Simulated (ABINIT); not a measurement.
# AlNi3 (Pm-3m) in ABINIT: single point with PBE

Aim: the single point of AlNi3 with PBE.

All numbers are computed with ABINIT 10.8.3 (patched build); they aren't measurements. Logs are shortened: lines on timing, memory, paths and dates and some standing lists are left out, and cuts for length are marked. The log counts tension as positive stress, the text compression.

## 1. Starting point

It takes space group Pm-3m (No. 221, cubic). Conventional cell: a = 3.523 Å, b = 3.523 Å, c = 3.523 Å, α = 90.00°, β = 90.00°, γ = 90.00°. Ni (site symmetry 4/mmm) has 8 Ni at 2.49 Å and 4 Al at 2.49 Å as nearest neighbours. Around Al (site symmetry m-3m) lie 12 Ni at 2.49 Å.

The cell is a database's computed one.

## 2. Single point, PBE, collinear spin, ferromagnetic start

Contents of run.abi:

```
pp_dirpath "./"
pseudos "Ni.upf, Al.upf"

acell 3*1.0 Angstrom
rprim
     3.5230547267     0.0000000000     0.0000000000
     0.0000000000     3.5230547267     0.0000000000
     0.0000000000     0.0000000000     3.5230547267
ntypat 2
znucl 28 13
natom 4
typat 1 1 1 2
xred
     0.5000000000     0.5000000000     0.0000000000
     0.5000000000     0.0000000000     0.5000000000
     0.0000000000     0.5000000000     0.5000000000
     0.0000000000     0.0000000000     0.0000000000

ecut 1251.723767 eV

kptopt 1
ngkpt 6 6 6
nshiftk 1
shiftk 0.0 0.0 0.0

ixc 11

nband 35
occopt 3
tsmear 0.05 eV

nsppol 2
spinat
     0.0000000000     0.0000000000     1.0000000000
     0.0000000000     0.0000000000     1.0000000000
     0.0000000000     0.0000000000     1.0000000000
     0.0000000000     0.0000000000     0.0000000000

nstep 100
tolvrs 1.0e-10

iomode 3
prtwf 0
prtden 0
prteig 0
prtebands 0
enunit 1
prtvol 2
```

Potentials or basis: PseudoDojo NC SR PBE v0.4.1 standard.

Started as:

```bash
mpirun --bind-to none -np 4 abinit run.abi > log 2>&1
```

run.abo:

```text
.Version 10.8.3 of ABINIT
 Symmetries : space group Pm -3 m (#221); Bravais cP (primitive cubic)
================================================================================
 Values of the parameters that define the memory need of the present run
     intxc =       0    ionmov =       0      iscf =       7    lmnmax =       6
     lnmax =       6     mgfft =      45  mpssoang =       3    mqgrid =    3001
     natom =       4  nloc_mem =       1    nspden =       2   nspinor =       1
    nsppol =       2      nsym =      48    n1xccc =    2501    ntypat =       2
    occopt =       3   xclevel =       2
       mpw =        4436          nfft =       91125          nkpt =          20
================================================================================
================================================================================

--------------------------------------------------------------------------------
------------- Echo of variables that govern the present computation ------------
--------------------------------------------------------------------------------
 -outvars: echo values of preprocessed input variables --------
            acell      1.8897261259E+00  1.8897261259E+00  1.8897261259E+00 Bohr
              amu      5.86900000E+01  2.69815390E+01
             ecut      4.60000000E+01 Hartree
           enunit           1
              ixc          11
         kptrlatt        6    0    0      0    6    0      0    0    6
          kptrlen      3.99456514E+01
            natom           4
            nband          35
            ngfft          45      45      45
             nkpt          20
           nspden           2
           nsppol           2
            nstep         100
             nsym          48
           ntypat           2
           occopt           3
           prtden           0
        prtebands           0
           prteig           0
           prtvol           2
            prtwf           0
            rprim      3.5230547267E+00  0.0000000000E+00  0.0000000000E+00
                       0.0000000000E+00  3.5230547267E+00  0.0000000000E+00
                       0.0000000000E+00  0.0000000000E+00  3.5230547267E+00
          spgroup         221
           spinat      0.0000000000E+00  0.0000000000E+00  1.0000000000E+00
                       0.0000000000E+00  0.0000000000E+00  1.0000000000E+00
                       0.0000000000E+00  0.0000000000E+00  1.0000000000E+00
                       0.0000000000E+00  0.0000000000E+00  0.0000000000E+00
           tolvrs      1.00000000E-10
           tsmear      1.83746611E-03 Hartree
            typat      1  1  1  2
           xangst      1.7615273633E+00  1.7615273633E+00  0.0000000000E+00
                       1.7615273633E+00  0.0000000000E+00  1.7615273633E+00
                       0.0000000000E+00  1.7615273633E+00  1.7615273633E+00
                       0.0000000000E+00  0.0000000000E+00  0.0000000000E+00
            xcart      3.3288042800E+00  3.3288042800E+00  0.0000000000E+00
                       3.3288042800E+00  0.0000000000E+00  3.3288042800E+00
                       0.0000000000E+00  3.3288042800E+00  3.3288042800E+00
                       0.0000000000E+00  0.0000000000E+00  0.0000000000E+00
             xred      5.0000000000E-01  5.0000000000E-01  0.0000000000E+00
                       5.0000000000E-01  0.0000000000E+00  5.0000000000E-01
                       0.0000000000E+00  5.0000000000E-01  5.0000000000E-01
                       0.0000000000E+00  0.0000000000E+00  0.0000000000E+00
            znucl       28.00000   13.00000

================================================================================

 chkinp: Checking input parameters for consistency.

================================================================================
== DATASET  1 ==================================================================

--- !DatasetInfo
iteration_state: {dtset: 1, }
dimensions: {natom: 4, nkpt: 20, mband: 35, nsppol: 2, nspinor: 1, nspden: 2, mpw: 4436, }
cutoff_energies: {ecut:  46.0, pawecutdg:  -1.0, }
electrons: {nelect:   5.70000000E+01, charge:   0.00000000E+00, occopt:   3.00000000E+00, tsmear:   1.83746611E-03, }
meta: {optdriver: 0, ionmov: 0, optcell: 0, iscf: 7, paral_kgb: 0, }
...

 Exchange-correlation functional for the present dataset will be:
  GGA: Perdew-Burke-Ernzerhof functional - ixc=11
  J.P.Perdew, K.Burke, M.Ernzerhof, PRL 77, 3865 (1996)

 Real(R)+Recip(G) space primitive vectors, cartesian coordinates (Bohr,Bohr^-1):
 R(1)=  6.6576086  0.0000000  0.0000000  G(1)=  0.1502041  0.0000000  0.0000000
 R(2)=  0.0000000  6.6576086  0.0000000  G(2)=  0.0000000  0.1502041  0.0000000
 R(3)=  0.0000000  0.0000000  6.6576086  G(3)=  0.0000000  0.0000000  0.1502041
 Unit cell volume ucvol=  2.9509019E+02 bohr^3
 Angles (23,13,12)=  9.00000000E+01  9.00000000E+01  9.00000000E+01 degrees

 getcut: wavevector=  0.0000  0.0000  0.0000  ngfft=  45  45  45
         ecut(hartree)=     46.000   => boxcut(ratio)=   2.16466

--- Pseudopotential description ------------------------------------------------
- pspini: atom type   1  psp file is ./Ni.upf
12 -101130 2 -1 1372                          pspcod,pspxc,lmax,lloc,mmax
     nproj     2     2     2

- pspini: atom type   2  psp file is ./Al.upf
[... 376 lines left out ...]
  18.22893   19.95763   21.79659
 kpt#   3, nband= 35, wtk=  0.02778, kpt=  0.3333  0.0000  0.0000 (reduced coord)
 -92.21627  -92.19709  -92.19007  -52.65401  -52.65401  -52.63794  -52.59205  -52.59205
 -52.58659  -52.56290  -52.53761  -52.53761    2.12430    5.56587    7.12373    7.71837
   7.71837    7.77515    7.91990    8.97591    8.97591    9.25636    9.41961    9.86757
   9.86757   10.03830   10.18949   10.46629   10.87793   14.52360   14.52360   17.56765
[... 88 lines left out ...]
   8.15769    8.27685    8.41894    8.76671    8.77768    8.94465    9.08807    9.75042
   9.81274    9.99022   10.23036   10.27801   10.66016   11.64653   11.84930   14.91117
  15.24113   16.95689   17.87074
 kpt#  19, nband= 35, wtk=  0.02778, kpt=  0.5000  0.5000  0.3333 (reduced coord)
 -92.20107  -92.20107  -92.20107  -52.70477  -52.66085  -52.65222  -52.65222  -52.54310
 -52.54310  -52.54092  -52.53480  -52.53012    5.19971    6.59777    6.59777    6.95253
   8.41880    8.41880    8.45989    8.85626    8.85626    8.91859    9.31694    9.85996
   9.85996    9.91063   10.11879   10.32964   10.57972   11.11264   11.11264   15.20831
  15.68923   15.68923   16.31123
 kpt#  20, nband= 35, wtk=  0.00463, kpt=  0.5000  0.5000  0.5000 (reduced coord)
 -92.20106  -92.20106  -92.20106  -52.71572  -52.66077  -52.66077  -52.66077  -52.53479
 -52.53479  -52.53479  -52.53010  -52.53010    5.18001    6.83809    6.83809    6.83809
   8.80596    8.80596    8.80596    8.85690    8.85690    8.85690    9.64295    9.64295
   9.64295    9.88398    9.88398   10.70406   10.70989   10.70989   10.70989   14.56577
  15.11443   15.11443   15.11443
 Eigenvalues (   eV  ) for nkpt=  20  k points, SPIN DOWN:
 kpt#   1, nband= 35, wtk=  0.00463, kpt=  0.0000  0.0000  0.0000 (reduced coord)
 -91.93000  -91.89655  -91.89655  -52.35732  -52.35732  -52.35732  -52.29460  -52.29460
 -52.29460  -52.18111  -52.18111  -52.18111    0.73748    6.56108    7.32836    7.32836
   7.81962    7.81962    7.81962    9.78762    9.78762    9.78762   10.60255   10.60255
  11.01848   11.34560   11.34560   11.34560   11.77804   11.77804   11.77804   17.78490
  17.78490   18.58621   23.38815
 kpt#   2, nband= 35, wtk=  0.02778, kpt=  0.1667  0.0000  0.0000 (reduced coord)
 -91.92803  -91.89850  -91.89654  -52.35213  -52.35213  -52.34956  -52.29614  -52.29614
 -52.29501  -52.18978  -52.18476  -52.18476    1.08314    6.60969    7.10716    7.55014
   7.86345    7.86345    7.90699    9.59206    9.59206    9.69148   10.34738   10.60282
  10.69698   10.69698   10.82979   10.88788   11.34593   12.88438   12.88438   17.74239
  18.28623   19.98497   21.80414
 kpt#   3, nband= 35, wtk=  0.02778, kpt=  0.3333  0.0000  0.0000 (reduced coord)
 -91.92291  -91.90358  -91.89650  -52.33954  -52.33954  -52.33098  -52.30105  -52.30105
 -52.29574  -52.21018  -52.19244  -52.19244    2.08389    5.57103    7.23593    7.95933
   7.95933    8.10183    8.11866    9.26593    9.26593    9.46205    9.60724   10.19855
  10.21575   10.21575   10.43929   10.68502   11.34659   14.59045   14.59045   17.63442
[... 88 lines left out ...]
   8.32543    8.34129    8.59780    9.07413    9.08927    9.11565    9.40390    9.93345
   9.97923   10.23343   10.41039   10.51375   11.06126   11.88474   11.99741   15.04261
  15.43144   17.04656   17.97830
 kpt#  19, nband= 35, wtk=  0.02778, kpt=  0.5000  0.5000  0.3333 (reduced coord)
 -91.90759  -91.90759  -91.90759  -52.37087  -52.36214  -52.36214  -52.33730  -52.25181
 -52.25181  -52.24342  -52.17099  -52.16003    5.23049    6.73416    6.73416    7.16040
   8.48345    8.55584    8.55584    9.16340    9.16340    9.23318    9.44413   10.04321
  10.04321   10.11318   10.28076   10.40369   10.97871   11.43770   11.43770   15.28708
  15.85987   15.85987   16.46586
 kpt#  20, nband= 35, wtk=  0.00463, kpt=  0.5000  0.5000  0.5000 (reduced coord)
 -91.90757  -91.90757  -91.90757  -52.37079  -52.37079  -52.37079  -52.34841  -52.24341
 -52.24341  -52.24341  -52.16001  -52.16001    5.22491    7.06320    7.06320    7.06320
   8.80700    8.80700    8.80700    9.12129    9.12129    9.12129    9.80497    9.80497
   9.80497   10.08545   10.08545   10.67272   11.10906   11.10906   11.10906   14.66821
  15.32779   15.32779   15.32779
 Total charge density [el/Bohr^3]
)     Maximum=    4.1724E+00  at reduced coord.    0.0000    0.5556    0.5556
)Next maximum=    4.1724E+00  at reduced coord.    0.0000    0.4444    0.5556
)     Minimum=    1.5412E-03  at reduced coord.    0.0000    0.0000    0.0000
)Next minimum=    2.1760E-03  at reduced coord.    0.0222    0.0000    0.0000
   Integrated=    5.7000E+01
 Spin up density      [el/Bohr^3]
)     Maximum=    2.0989E+00  at reduced coord.    0.5111    0.5333    0.9333
)Next maximum=    2.0989E+00  at reduced coord.    0.4889    0.5333    0.9333
)     Minimum=    7.7048E-04  at reduced coord.    0.0000    0.0000    0.0000
)Next minimum=    1.0817E-03  at reduced coord.    0.0222    0.0000    0.0000
   Integrated=    2.8859E+01
 Spin down density    [el/Bohr^3]
)     Maximum=    2.0830E+00  at reduced coord.    0.0000    0.5556    0.5556
)Next maximum=    2.0830E+00  at reduced coord.    0.0000    0.4444    0.5556
)     Minimum=    7.7076E-04  at reduced coord.    0.0000    0.0000    0.0000
)Next minimum=    1.0943E-03  at reduced coord.    0.0222    0.0000    0.0000
   Integrated=    2.8141E+01
 Magnetization (spin up - spin down) [el/Bohr^3]
)     Maximum=    9.7799E-02  at reduced coord.    0.5111    0.5778    0.9333
)Next maximum=    9.7799E-02  at reduced coord.    0.4889    0.5778    0.9333
)     Minimum=   -1.7072E-03  at reduced coord.    0.4889    0.4889    0.0000
)Next minimum=   -1.7072E-03  at reduced coord.    0.5111    0.4889    0.0000
   Integrated=    7.1895E-01
 Relative magnetization (=zeta, between -1 and 1)
)     Maximum=    3.7570E-02  at reduced coord.    0.5111    0.6222    0.8889
)Next maximum=    3.7570E-02  at reduced coord.    0.4889    0.6222    0.8889
)     Minimum=   -2.0541E-02  at reduced coord.    0.2667    0.2667    0.2667
)Next minimum=   -2.0541E-02  at reduced coord.    0.7333    0.2667    0.2667

--- !EnergyTerms
iteration_state     : {dtset: 1, }
comment             : Components of total free energy in Hartree
kinetic             :  2.37955465774600E+02
hartree             :  1.67331486427066E+02
xc                  : -6.54905114339146E+01
Ewald energy        : -3.08259912241194E+02
psp_core            :  1.21255934807719E+01
local_psp           : -4.70423765250888E+02
non_local_psp       : -7.89888296676535E+01
internal            : -5.05750472911213E+02
'-kT*entropy'       : -9.78851526010484E-04
total_energy        : -5.05751451762739E+02
total_energy_eV     : -1.37621980983815E+04
band_energy         : -4.46335837128074E+01
...

 Cartesian components of stress tensor (hartree/bohr^3)
  sigma(1 1)= -2.32221686E-04  sigma(3 2)=  0.00000000E+00
  sigma(2 2)= -2.32221686E-04  sigma(3 1)=  0.00000000E+00
  sigma(3 3)= -2.32221686E-04  sigma(2 1)=  0.00000000E+00

-Cartesian components of stress tensor (GPa)         [Pressure=  6.8322E+00 GPa]
- sigma(1 1)= -6.83219787E+00  sigma(3 2)=  0.00000000E+00
- sigma(2 2)= -6.83219787E+00  sigma(3 1)=  0.00000000E+00
- sigma(3 3)= -6.83219787E+00  sigma(2 1)=  0.00000000E+00

== END DATASET(S) ==============================================================
================================================================================

 -outvars: echo values of variables after computation  --------
            acell      1.8897261259E+00  1.8897261259E+00  1.8897261259E+00 Bohr
           etotal     -5.0575145176E+02
            fcart     -0.0000000000E+00 -0.0000000000E+00 -0.0000000000E+00
                      -0.0000000000E+00 -0.0000000000E+00 -0.0000000000E+00
                      -0.0000000000E+00 -0.0000000000E+00 -0.0000000000E+00
                      -0.0000000000E+00 -0.0000000000E+00 -0.0000000000E+00
            rprim      3.5230547267E+00  0.0000000000E+00  0.0000000000E+00
                       0.0000000000E+00  3.5230547267E+00  0.0000000000E+00
                       0.0000000000E+00  0.0000000000E+00  3.5230547267E+00
           strten     -2.3222168558E-04 -2.3222168558E-04 -2.3222168558E-04
                       0.0000000000E+00  0.0000000000E+00  0.0000000000E+00
           xangst      1.7615273633E+00  1.7615273633E+00  0.0000000000E+00
                       1.7615273633E+00  0.0000000000E+00  1.7615273633E+00
                       0.0000000000E+00  1.7615273633E+00  1.7615273633E+00
                       0.0000000000E+00  0.0000000000E+00  0.0000000000E+00
             xred      5.0000000000E-01  5.0000000000E-01  0.0000000000E+00
                       5.0000000000E-01  0.0000000000E+00  5.0000000000E-01
                       0.0000000000E+00  5.0000000000E-01  5.0000000000E-01
                       0.0000000000E+00  0.0000000000E+00  0.0000000000E+00
 Calculation completed.
```

Run time: 2.7 min. Hardware: 4 MPI ranks of AMD EPYC 7R43 (Zen 3), shared host; peak memory 0.48 GiB.

What came out:

* Free energy: -13762.1981 eV
* Pressure: 6.8 GPa
* Band gap on the k mesh: none (metal or under the smearing width)
* Net moment: 0.72 μB per cell
* Site moments: Ni +0.27; Al -0.01 μB
* Valence electrons inside the program's atomic spheres: Ni 16.42; Al 1.01

Levels at points of the mesh, in eV from the Fermi level:
Spin up:
```
           k point  band 26  band 27  band 28  band 29  band 30  band 31  band 32  band 33
(0.00, 0.00, 0.00)    -0.10    -0.10    -0.10     0.84     0.84     0.84     6.71     6.71
(0.50, 0.00, 0.00)    -1.21    -1.08    -0.51    -0.10     5.64     5.64     5.65     5.65
(0.50, 0.50, 0.00)    -1.24    -1.05    -0.99    -0.60     0.86     0.86     8.28     8.28
(0.50, 0.50, 0.50)    -1.10    -1.10    -0.28    -0.27    -0.27    -0.27     3.58     4.13
```
Spin down:
| k point | band 25 | band 26 | band 27 | band 28 | band 29 | band 30 | band 31 | band 32 |
| --- | --- | --- | --- | --- | --- | --- | --- | --- |
| (0.00, 0.00, 0.00) | 0.04 | 0.36 | 0.36 | 0.36 | 0.80 | 0.80 | 0.80 | 6.80 |
| (0.50, 0.00, 0.00) | -0.95 | -0.95 | -0.83 | -0.30 | 0.37 | 5.69 | 5.69 | 5.69 |
| (0.50, 0.50, 0.00) | -1.16 | -1.12 | -0.78 | -0.61 | -0.45 | 1.17 | 1.17 | 8.32 |
| (0.50, 0.50, 0.50) | -1.18 | -0.90 | -0.90 | -0.31 | 0.13 | 0.13 | 0.13 | 3.69 |

Caveat: small starting moments can end in a higher magnetic state in this program.
